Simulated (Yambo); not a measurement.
# WC (Fm-3m) in Yambo: further runs, part 2 of 2

Yambo 5.3.0. Earlier steps stand in the parts before.

## Step 3: Hartree-Fock levels, PBEsol

File hf2.in:

```
rim_cut
HF_and_locXC
RandQpts= 1000000
RandGvec= 50 RL
EXXRLvcs= 82 Ry
VXCRLvcs= 82 Ry
% QPkrange
 1 | 16 | 8 | 15 |
%
```

File scf.in:

```
&CONTROL
  calculation = 'scf'
  prefix = 'pwscf'
  outdir = './tmp'
  pseudo_dir = './pseudo'
/
&SYSTEM
  ibrav = 0
  nat = 2
  ntyp = 2
  ecutwfc = 82
  nbnd = 15
  occupations = 'smearing'
  smearing = 'fd'
  degauss = 0.00367493
  force_symmorphic = .true.
/
&ELECTRONS
  conv_thr = 4d-10
  electron_maxstep = 120
  mixing_beta = 0.5
/
ATOMIC_SPECIES
W    183.8400 W.upf
C     12.0110 C.upf
CELL_PARAMETERS angstrom
   0.0000000000    2.1926840000    2.1926840000
   2.1926840000    0.0000000000    2.1926840000
   2.1926840000    2.1926840000    0.0000000000
ATOMIC_POSITIONS crystal
W      0.0000000000    0.0000000000    0.0000000000
C      0.5000000000    0.5000000000    0.5000000000
K_POINTS automatic
10 10 10 0 0 0
```

File nscf.in:

```
&CONTROL
  calculation = 'nscf'
  prefix = 'pwscf'
  outdir = './tmp'
  pseudo_dir = './pseudo'
/
&SYSTEM
  ibrav = 0
  nat = 2
  ntyp = 2
  ecutwfc = 82
  nbnd = 159
  occupations = 'smearing'
  smearing = 'fd'
  degauss = 0.00367493
  force_symmorphic = .true.
/
&ELECTRONS
  conv_thr = 1d-08
  diago_full_acc = .true.
  diago_thr_init = 1d-06
/
ATOMIC_SPECIES
W    183.8400 W.upf
C     12.0110 C.upf
CELL_PARAMETERS angstrom
   0.0000000000    2.1926840000    2.1926840000
   2.1926840000    0.0000000000    2.1926840000
   2.1926840000    2.1926840000    0.0000000000
ATOMIC_POSITIONS crystal
W      0.0000000000    0.0000000000    0.0000000000
C      0.5000000000    0.5000000000    0.5000000000
K_POINTS automatic
6 6 6 0 0 0
```

Potentials or basis: PseudoDojo 0.4.1 SR PBEsol standard.

Launch:

```
$ OMP_NUM_THREADS=1 pw.x -in scf.in > scf.out
$ OMP_NUM_THREADS=1 pw.x -in nscf.in > nscf.out
$ cd tmp/pwscf.save; p2y; mv SAVE ../..; cd ../..
$ OMP_NUM_THREADS=1 yambo
$ mkdir -p hf2; ln -s $PWD/g0w00/ndb.RIM hf2/
$ OMP_NUM_THREADS=1 yambo -F hf2.in -J hf2 -C hf2_out
```

Yambo's report:

```text
[... sections 02.01 to 02.04 as in the set-up run ...]

  [02.05] Energies & Occupations
  ==============================

  [X] === General ===
  [X] Electronic Temperature                        :  0.258606E-1   300.100    [eV K]
  [X] Bosonic    Temperature                        :  0.258606E-1   300.100    [eV K]
  [X] Finite Temperature mode                       : yes
  [X] El. density                                   :  0.85372E+24 [cm-3]
  [X] Fermi Level                                   :  21.51787 [eV]

  [X] === Gaps and Widths ===
  [X] Conduction Band Min                           :  21.51787 [eV]
  [X] Valence Band Max                              :  21.51787 [eV]
  [X] Filled Bands                                  :   8
  [X] Metallic Bands                                :   9  13
  [X] Empty Bands                                   :   14  159
[... 89 lines left out ...]
 <13|nlXC|13> = -15.90893 -0.52347E-17 <13|lXC|13> = -17.20963  0.000000
 <14|nlXC|14> = -7.914254  0.17133E-18 <14|lXC|14> = -14.35074  0.000000
 <15|nlXC|15> = -5.187718 -0.85903E-18 <15|lXC|15> = -11.08701  0.000000
[... 141 lines left out ...]
  Corrections @ K [16] :  [eV]
 <8|nlXC|8> = -18.28049  0.19167E-16 <8|lXC|8> = -15.25514  0.000000
 <9|nlXC|9> = -15.56321  0.23646E-16 <9|lXC|9> = -15.62206  0.70806E-16
 <10|nlXC|10> = -12.13561 -0.78852E-17 <10|lXC|10> = -17.22147  0.000000
 <11|nlXC|11> = -12.29447 -0.18146E-17 <11|lXC|11> = -18.29119  0.94408E-16
 <12|nlXC|12> = -11.34849  0.52682E-17 <12|lXC|12> = -17.16130  0.000000
 <13|nlXC|13> = -11.58612  0.15945E-17 <13|lXC|13> = -18.20966  0.000000
 <14|nlXC|14> = -8.125140 -0.74646E-18 <14|lXC|14> = -15.77717  0.47204E-16
 <15|nlXC|15> = -6.729279  0.25007E-17 <15|lXC|15> = -14.45861  0.94408E-16

  [05.01] Hartree-Fock occupations report
  =======================================

  [Hartree-Fock] === General ===
  [Hartree-Fock] Electronic Temperature             :  0.258606E-1   300.100    [eV K]
  [Hartree-Fock] Bosonic    Temperature             :  0.258606E-1   300.100    [eV K]
  [Hartree-Fock] Finite Temperature mode            : yes
  [Hartree-Fock] El. density                        :  0.85372E+24 [cm-3]
  [Hartree-Fock] Fermi Level                        :  21.51787 [eV]

  [Hartree-Fock] === Gaps and Widths ===
  [Hartree-Fock] Conduction Band Min                :  21.51787 [eV]
  [Hartree-Fock] Valence Band Max                   :  21.51787 [eV]
  [Hartree-Fock] Filled Bands                       :   8
  [Hartree-Fock] Metallic Bands                     :   9  13
  [Hartree-Fock] Empty Bands                        :   14  159

  [Hartree-Fock] === Metallic Characters ===
  [Hartree-Fock] N of el / N of met el              :  18.00000   2.71049
  [Hartree-Fock] Average metallic occ.              :  0.135525

  [WARNING] [Hartree-Fock] Metallic system
```

o-hf2.hf:

```text
#    K-point            Band               Eo [eV]            Ehf [eV]           Vxc [eV]           Vnlxc [eV]
#
        1                   8                -2.695364          -3.535039          -15.93975          -16.77943
        1                   9                -0.969043          -1.502102          -15.36433          -15.89739
        1                  10                -0.969043          -1.502095          -15.36433          -15.89738
        1                  11                -0.969043          -1.502108          -15.36433          -15.89739
        1                  12                -0.904818           0.395871          -17.20963          -15.90894
        1                  13                -0.904818           0.395881          -17.20963          -15.90893
[... 120 lines left out ...]
        16                 14                 10.13032           17.78236          -15.77717          -8.125140
        16                 15                 11.94667           19.67601          -14.45861          -6.729279
#
```

Run time: 2.3 min. Hardware: 1 thread of Intel Xeon Platinum 8488C (Sapphire Rapids), shared host; peak memory 0.27 GiB.

What came out:

* Band gap on the k mesh, mean-field level: none (metal or under the smearing width)

Quasiparticle terms (eV):
```tsv
k point	band	Kohn-Sham level	Vxc	Σx	Σc	Z	result
(0.000, 0.000, 0.000)	8	-2.70	-15.94	-16.78	-	-	-3.54
(0.000, 0.000, 0.000)	9	-0.97	-15.36	-15.90	-	-	-1.50
(0.000, 0.000, 0.000)	10	-0.97	-15.36	-15.90	-	-	-1.50
(0.000, 0.000, 0.000)	11	-0.97	-15.36	-15.90	-	-	-1.50
(0.000, 0.000, 0.000)	12	-0.90	-17.21	-15.91	-	-	0.40
(0.000, 0.000, 0.000)	13	-0.90	-17.21	-15.91	-	-	0.40
(0.000, 0.000, 0.000)	14	6.52	-14.35	-7.91	-	-	12.96
(0.000, 0.000, 0.000)	15	9.68	-11.09	-5.19	-	-	15.58
(0.000, 0.000, 0.167)	8	-4.08	-15.79	-17.73	-	-	-6.02
(0.000, 0.000, 0.167)	9	-1.75	-16.34	-16.20	-	-	-1.62
(0.000, 0.000, 0.167)	10	-1.75	-16.34	-16.20	-	-	-1.62
(0.000, 0.000, 0.167)	11	-0.32	-15.66	-14.59	-	-	0.75
(0.000, 0.000, 0.167)	12	2.75	-16.79	-12.06	-	-	7.48
(0.000, 0.000, 0.167)	13	2.75	-16.79	-12.06	-	-	7.48
(0.000, 0.000, 0.167)	14	7.74	-14.59	-7.68	-	-	14.66
(0.000, 0.000, 0.167)	15	11.27	-12.09	-5.65	-	-	17.71
(0.000, 0.000, 0.333)	8	-5.89	-15.63	-18.69	-	-	-8.95
(0.000, 0.000, 0.333)	9	-0.08	-17.01	-15.29	-	-	1.64
(0.000, 0.000, 0.333)	10	-0.08	-17.01	-15.29	-	-	1.64
(0.000, 0.000, 0.333)	11	0.76	-15.74	-11.40	-	-	5.10
```

Caveat: the k mesh is coarse (spacing up to 0.41 Å⁻¹), so the values aren't converged; the ground state has no gap, which makes the many-body step unreliable. The run has no spin-orbit coupling, so splittings on W are missing.
